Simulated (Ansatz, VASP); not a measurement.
# One calculation of AlN, two programs

```xyz
2
Lattice="0.0000 1.9735 2.0956 1.9735 0.0000 2.0956 1.9735 1.9735 0.0000" Properties=species:S:1:pos:R:3 pbc="T T T"
Al    1.9735    1.9735    2.0956
N     0.0000    0.0000    0.0000
```

Change from the starting cell: strain -0.030 along x and y, +0.030 along z, atoms carried along.

Alike in both runs: task single point; functional PBE; k mesh 10 × 10 × 10; occupations gaussian, width 0.05 eV; no spin polarisation.

```csv
,VASP,Ansatz
version,VASP 6.6.1,Ansatz 0.2.0
potentials or method,"VASP PAW PBE potentials, release 64 (Al, N)","scalar-relativistic, plane waves, PAW"
plane-wave cutoff (eV),520,420
valence electrons in the cell,8,8
```

```csv
,VASP,Ansatz,Ansatz less VASP
gap on the k mesh at the Fermi level (eV),4.33,4.35,+0.025
least direct gap on the mesh (eV),5.54,5.53,-0.014
pressure (GPa),10.2,10.5,+0.29
largest component of the traceless stress (GPa),11.51,11.56,+0.047
```

A k mesh can miss the band edges.
